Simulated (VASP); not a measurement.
# LiF (P6_3mc) in VASP: single point with LDA

Aim: the single point of LiF with LDA.

All numbers are computed with VASP 6.6.1; they aren't measurements. Logs are shortened: lines on timing, memory, paths and dates and some standing lists are left out, and cuts for length are marked.

## (1) The crystal as given

It takes space group P6_3mc (No. 186, hexagonal). Conventional cell: a = 3.061 Å, b = 3.061 Å, c = 4.807 Å, α = 90.00°, β = 90.00°, γ = 120.00°. Around Li (site symmetry 3m) lie 4 F at 1.85 to 1.86 Å. Around F (site symmetry 3m) lie 4 Li at 1.85 to 1.86 Å.

Measurements of this composition are mostly on another form, of space group No. 225.

## (2) Single point, LDA

File INCAR:

```
ALGO     = Normal         # electronic algorithm
EDIFF    = 1E-7           # SCF threshold, eV
ENCUT    = 520            # plane-wave cutoff, eV
ISIF     = 2              # what is computed and relaxed
ISMEAR   = 0              # smearing method
LASPH    = T              # aspherical terms in the spheres
LCHARG   = F              # write CHGCAR
LREAL    = F              # projectors in reciprocal space
LWAVE    = F              # write WAVECAR
NBANDS   = 18             # bands
NELM     = 100            # most SCF steps
PREC     = Accurate       # precision mode
SIGMA    = 0.01           # smearing width, eV
```

File KPOINTS:

```
k-points
0
Gamma
  5 5 3
```

File POSCAR:

```
LiF
1.0
    3.0609398200      0.0000000000      0.0000000000
   -1.5304699100      2.6508516400      0.0000000000
    0.0000000000      0.0000000000      4.8073245700
Li F
2 2
Direct
    0.3333333293      0.6666666717      0.3811542602
    0.6666666674      0.3333333283      0.8811542592
    0.3333333293      0.6666666717      0.9938437400
    0.6666666674      0.3333333283      0.4938437410
```

Potentials or basis: VASP PAW LDA potentials, release 64 (Li_sv, F).

Run with:

```
$ cat potpaw_LDA.64/Li_sv/POTCAR potpaw_LDA.64/F/POTCAR > POTCAR
$ mpirun -np 1 vasp_std > vasp.out
```

OUTCAR:

```text
EDIFF = 1E-7
   ENCUT = 520
   ISIF = 2
   ISMEAR = 0
   LASPH = T
   LREAL = F
   NELM = 100
   PREC = Accurate

 ion  position               nearest neighbor table
   1  0.333  0.667  0.381-   4 1.85   4 1.85   4 1.85   3 1.86
   2  0.667  0.333  0.881-   3 1.85   3 1.85   3 1.85   4 1.86
   3  0.333  0.667  0.994-   2 1.85   2 1.85   2 1.85   1 1.86
   4  0.667  0.333  0.494-   1 1.85   1 1.85   1 1.85   2 1.86

  LATTYP: Found a hexagonal cell.
 ALAT       =     3.0609398200
 C/A-ratio  =     1.5705387406

  Lattice vectors:

 A1 = (   3.0609398200,   0.0000000000,   0.0000000000)
 A2 = (  -1.5304699100,   2.6508516400,   0.0000000000)
 A3 = (   0.0000000000,   0.0000000000,   4.8073245700)

Analysis of symmetry for initial positions (statically):
=====================================================================
 Subroutine PRICEL returns:
 Original cell was already a primitive cell.

 Routine SETGRP: Setting up the symmetry group for a
 hexagonal supercell.

 Subroutine GETGRP returns: Found 12 space group operations
 (whereof  6 operations were pure point group operations)
 out of a pool of 24 trial point group operations.

The static configuration has the point symmetry C_3v.
 The point group associated with its full space group is C_6v.

Analysis of symmetry for dynamics (positions and initial velocities):
=====================================================================
 Subroutine PRICEL returns:
 Original cell was already a primitive cell.

 Routine SETGRP: Setting up the symmetry group for a
 hexagonal supercell.

 Subroutine GETGRP returns: Found 12 space group operations
 (whereof  6 operations were pure point group operations)
 out of a pool of 24 trial point group operations.

The dynamic configuration has the point symmetry C_3v.
 The point group associated with its full space group is C_6v.

 Subroutine INISYM returns: Found 12 space group operations
 (whereof  6 operations are pure point group operations),
 and found     1 'primitive' translations

----------------------------------------------------------------------------------------

                                     Primitive cell

  volume of cell :      39.0071

  direct lattice vectors                    reciprocal lattice vectors
     3.060939820  0.000000000  0.000000000     0.326697047  0.188618628  0.000000000
    -1.530469910  2.650851640  0.000000000     0.000000000  0.377237256  0.000000000
     0.000000000  0.000000000  4.807324570     0.000000000  0.000000000  0.208015911

  length of vectors
     3.060939820  3.060939817  4.807324570     0.377237256  0.377237256  0.208015911

  position of ions in fractional coordinates (direct lattice)
     0.333333329  0.666666672  0.381154260
     0.666666667  0.333333328  0.881154259
     0.333333329  0.666666672  0.993843740
     0.666666667  0.333333328  0.493843741

  ion indices of the primitive-cell ions
   primitive index   ion index
                 1           1
                 2           2
                 3           3
                 4           4

----------------------------------------------------------------------------------------

 KPOINTS: k-points

Automatic generation of k-mesh.
 Grid dimensions read from file:
 generate k-points for:    5    5    3

 Generating k-lattice:

  Cartesian coordinates                     Fractional coordinates (reciprocal lattice)
     0.065339409  0.037723726  0.000000000     0.200000000 -0.000000000  0.000000000
     0.000000000  0.075447451  0.000000000     0.000000000  0.200000000  0.000000000
     0.000000000  0.000000000  0.069338637     0.000000000  0.000000000  0.333333333

  Length of vectors
     0.075447451  0.075447451  0.069338637

  Shift w.r.t. Gamma in fractional coordinates (k-lattice)
     0.000000000  0.000000000  0.000000000

 Subroutine IBZKPT returns following result:
 ===========================================

 Found     10 irreducible k-points:

 Following reciprocal coordinates:
            Coordinates               Weight
  0.000000  0.000000  0.000000      1.000000
  0.200000 -0.000000  0.000000      6.000000
  0.400000 -0.000000  0.000000      6.000000
  0.200000  0.200000  0.000000      6.000000
  0.400000  0.200000  0.000000      6.000000
  0.000000  0.000000  0.333333      2.000000
  0.200000 -0.000000  0.333333     12.000000
  0.400000 -0.000000  0.333333     12.000000
  0.200000  0.200000  0.333333     12.000000
  0.400000  0.200000  0.333333     12.000000
   k-points           NKPTS =     10   k-points in BZ     NKDIM =     10   number of bands    NBANDS=     18
   number of dos      NEDOS =    301   number of ions     NIONS =      4
   total plane-waves  NPLWV =  20736
   dimension x,y,z NGX =    24 NGY =   24 NGZ =   36
   dimension x,y,z NGXF=    48 NGYF=   48 NGZF=   72
   ions per type =               2   2
   NGX,Y,Z   is equivalent  to a cutoff of  13.03, 13.03, 12.45 a.u.
   NGXF,Y,Z  is equivalent  to a cutoff of  26.07, 26.07, 24.90 a.u.
 SYSTEM =  unknown system
   PREC   = accura    normal or accurate (medium, high low for compatibility)
   ISTART =      0    job   : 0-new  1-cont  2-samecut
   ICHARG =      2    charge: 1-file 2-atom 10-const
   ISPIN  =      1    spin polarized calculation?
   LNONCOLLINEAR =      F non collinear calculations
   LSORBIT =      F    spin-orbit coupling
   LASPH  =      T    aspherical Exc in radial PAW
   ENCUT  =  520.0 eV  38.22 Ry    6.18 a.u.   5.69  5.69  8.94*2*pi/ulx,y,z
   NELM   =    100;   NELMIN=  2; NELMDL= -5     # of ELM steps
   EDIFF  = 0.1E-06   stopping-criterion for ELM
   LREAL  =      F    real-space projection
   EDIFFG = 0.1E-05   stopping-criterion for IOM
   NSW    =      0    number of steps for IOM
   IBRION =     -1    ionic relax: 0-MD 1-quasi-New 2-CG
   NFREE  =      0    steps in history (QN), initial steepest desc. (CG)
   ISIF   =      2    stress and relaxation
   ISYM   =      2    0-nonsym 1-usesym 2-fastsym
   POTIM  = 0.5000    time-step for ionic-motion
   TEBEG  =    0.0;   TEEND  =   0.0 temperature during run
   PSTRESS=    0.0 pullay stress
   NELECT =      20.0000    total number of electrons
   NUPDOWN=      -1.0000    fix difference up-down
   EMIN   =  10.00;   EMAX   =-10.00  energy-range for DOS
   EFERMI =   0.00;   METHOD = LEGACY
   ISMEAR =     0;   SIGMA  =   0.01  broadening in eV -4-tet -1-fermi 0-gaus
   EFERMI_NEDOS =   21; number of points for ismear=-14 and -15
   IALGO  =     38    algorithm
   IMIX   =      4    mixing-type and parameters
     AMIX     =   0.40;   BMIX     =  1.00
     AMIX_MAG =   1.60;   BMIX_MAG =  1.00
  volume/ion in A,a.u.               =       9.75        65.81
  Fermi-wavevector in a.u.,A,eV,Ry     =   1.310299  2.476105 23.359603  1.716882
  Thomas-Fermi vector in A             =   2.440838
   LORBIT       =      0    0 simple, 1 ext, 2 COOP (PROOUT), +10 PAW based schemes
   GGA     = CA    functional components
   LHFCALC =     F    Hartree Fock is set to
   AEXX    =    0.0000 exact exchange contribution
   IVDW    =     0    specifies the selected vdW correction
   LEPSILON=     F    determine dielectric tensor
   LRPA    =     F    only Hartree local field effects (RPA)
 non-spin polarized calculation
 Gauss-broadening in eV      SIGMA  =   0.01
  energy-cutoff  :      520.00
  volume of cell :       39.01
 maximum number of plane-waves:      1085
 NGX is ok and might be reduce to    24
   NGX = 11   NGY = 11   NGZ = 17

 number of electron      20.0000020 magnetization

 Free energy of the ion-electron system (eV)
  ---------------------------------------------------
  ext. energy  EPLUGINS =         0.00000000
  ---------------------------------------------------
  free energy    TOTEN  =       -20.79333194 eV

  energy without entropy =      -20.79333194  energy(sigma->0) =      -20.79333194

 E-fermi :  -2.6216     XC(G=0):  -9.6274

 val. band max:       -2.6909008297   @ k =   0.0000   0.0000   0.0000
 cond. band min:       4.8970700088   @ k =   0.0000   0.0000   0.0000
 fundamental gap:      7.5879708385
 Fermi energy:        -2.6216032689

 k-point     1 :       0.0000    0.0000    0.0000
  band No.  band energies     occupation
      1     -41.9440      2.00000
      2     -41.8922      2.00000
      3     -21.7335      2.00000
      4     -21.4836      2.00000
      5      -4.9841      2.00000
      6      -3.1792      2.00000
[... 10 lines left out ...]
     17      16.6593      0.00000
     18      17.3261      0.00000

 k-point     2 :       0.2000   -0.0000    0.0000
  band No.  band energies     occupation
      1     -41.9296      2.00000
      2     -41.8865      2.00000
      3     -21.6817      2.00000
      4     -21.4726      2.00000
      5      -4.7897      2.00000
      6      -3.6208      2.00000
[... 10 lines left out ...]
     17      16.9169      0.00000
     18      17.0897      0.00000

 k-point     3 :       0.4000   -0.0000    0.0000
  band No.  band energies     occupation
      1     -41.9032      2.00000
      2     -41.8806      2.00000
      3     -21.5776      2.00000
      4     -21.4732      2.00000
      5      -4.7475      2.00000
      6      -4.0188      2.00000
[... 10 lines left out ...]
     17      16.3431      0.00000
     18      17.8891      0.00000

 k-point     4 :       0.2000    0.2000    0.0000
  band No.  band energies     occupation
      1     -41.9089      2.00000
      2     -41.8811      2.00000
      3     -21.6023      2.00000
      4     -21.4680      2.00000
      5      -4.4860      2.00000
      6      -4.3711      2.00000
[... 10 lines left out ...]
     17      17.0633      0.00000
     18      18.0146      0.00000

 k-point     5 :       0.4000    0.2000    0.0000
  band No.  band energies     occupation
      1     -41.8921      2.00000
      2     -41.8817      2.00000
      3     -21.5308      2.00000
      4     -21.4855      2.00000
      5      -4.8371      2.00000
      6      -4.0521      2.00000
[... 10 lines left out ...]
     17      15.9337      0.00000
     18      18.3510      0.00000

 k-point     6 :       0.0000    0.0000    0.3333
  band No.  band energies     occupation
      1     -41.9310      2.00000
      2     -41.9049      2.00000
      3     -21.6753      2.00000
      4     -21.5498      2.00000
      5      -4.4549      2.00000
      6      -3.3183      2.00000
[... 10 lines left out ...]
     17      16.1663      0.00000
     18      16.1663      0.00000

 k-point     7 :       0.2000   -0.0000    0.3333
  band No.  band energies     occupation
      1     -41.9189      2.00000
      2     -41.8973      2.00000
      3     -21.6337      2.00000
      4     -21.5292      2.00000
      5      -4.4012      2.00000
      6      -3.7126      2.00000
[... 10 lines left out ...]
     17      16.3362      0.00000
     18      16.7794      0.00000

 k-point     8 :       0.4000   -0.0000    0.3333
  band No.  band energies     occupation
      1     -41.8975      2.00000
      2     -41.8862      2.00000
      3     -21.5543      2.00000
      4     -21.5024      2.00000
      5      -4.6374      2.00000
      6      -4.2717      2.00000
[... 10 lines left out ...]
     17      16.2063      0.00000
     18      17.5246      0.00000

 k-point     9 :       0.2000    0.2000    0.3333
  band No.  band energies     occupation
      1     -41.9019      2.00000
      2     -41.8880      2.00000
      3     -21.5719      2.00000
      4     -21.5050      2.00000
      5      -4.3667      2.00000
      6      -4.2866      2.00000
[... 10 lines left out ...]
     17      17.0695      0.00000
     18      17.4092      0.00000

 k-point    10 :       0.4000    0.2000    0.3333
  band No.  band energies     occupation
      1     -41.8895      2.00000
      2     -41.8842      2.00000
      3     -21.5224      2.00000
      4     -21.4994      2.00000
      5      -4.6507      2.00000
      6      -4.2381      2.00000
[... 10 lines left out ...]
     17      16.8317      0.00000
     18      18.0409      0.00000

------------------------ aborting loop because EDIFF is reached ----------------------------------------

  FORCE on cell =-STRESS in cart. coord.  units (eV):
  Direction    XX          YY          ZZ          XY          YZ          ZX
  --------------------------------------------------------------------------------------
  -------------------------------------------------------------------------------------
  Total       -0.7284514     -0.7284514     -0.8339151      0.0000000      0.0000000      0.0000000
  in kB      -29.9204080    -29.9204079    -34.2522217      0.0000000      0.0000000      0.0000000
  external PRESSURE =     -31.3643459 kB  Pullay stress =       0.0000000 kB

 VOLUME and BASIS-vectors are now :
 -----------------------------------------------------------------------------
  energy-cutoff  :      520.00
  volume of cell :       39.01
      direct lattice vectors                 reciprocal lattice vectors
     3.060939820  0.000000000  0.000000000     0.326697047  0.188618628  0.000000000
    -1.530469910  2.650851640  0.000000000     0.000000000  0.377237256  0.000000000
     0.000000000  0.000000000  4.807324570     0.000000000  0.000000000  0.208015911

 POSITION                                       TOTAL-FORCE (eV/Angst)
 -----------------------------------------------------------------------------------
     -0.00000      1.76723      1.83233        -0.000000      0.000000     -0.008277
      1.53047      0.88362      4.23599         0.000000     -0.000000     -0.008277
     -0.00000      1.76723      4.77773        -0.000000     -0.000000      0.008277
      1.53047      0.88362      2.37407         0.000000      0.000000      0.008277
 -----------------------------------------------------------------------------------
    total drift:                                0.000028     -0.000008     -0.000796

  FREE ENERGIE OF THE ION-ELECTRON SYSTEM (eV)
  ---------------------------------------------------
  free  energy   TOTEN  =       -20.7933319415 eV

  energy  without entropy=      -20.7933319415  energy(sigma->0) =      -20.79333194
```

Run time: 5.1 s. Hardware: 1 thread of Intel Xeon Platinum 8259CL at 2.50GHz (Skylake/Cascade Lake), shared host; peak memory 0.12 GiB.

Results:

```
Free energy            : -20.7933 eV
Largest force          : 0.008 eV/Å
Band gap on the k mesh : 7.59 eV, direct
```

Forces in eV/Å, atoms in the order of the input:
```
Li   0.000  0.000 -0.008
Li   0.000  0.000 -0.008
F    0.000  0.000  0.008
F    0.000  0.000  0.008
```

Levels at points of the mesh, in eV from the valence-band top:
| k point | band 6 | band 7 | band 8 | band 9 | band 10 | band 11 | band 12 | band 13 | band 14 | band 15 |
| --- | --- | --- | --- | --- | --- | --- | --- | --- | --- | --- |
| (0.00, 0.00, 0.00) | -0.49 | -0.49 | -0.15 | -0.15 | 0.00 | 7.59 | 11.81 | 15.10 | 18.25 | 18.25 |

Caveat: the k mesh is coarse (spacing up to 0.47 Å⁻¹), so the values aren't converged; the cutoff is under 1.25 times the usual one of these potentials, so pressure, stress and relaxed cells hold a basis-set (Pulay) error. LDA gaps usually lie below the measured ones, often by a third to a half.
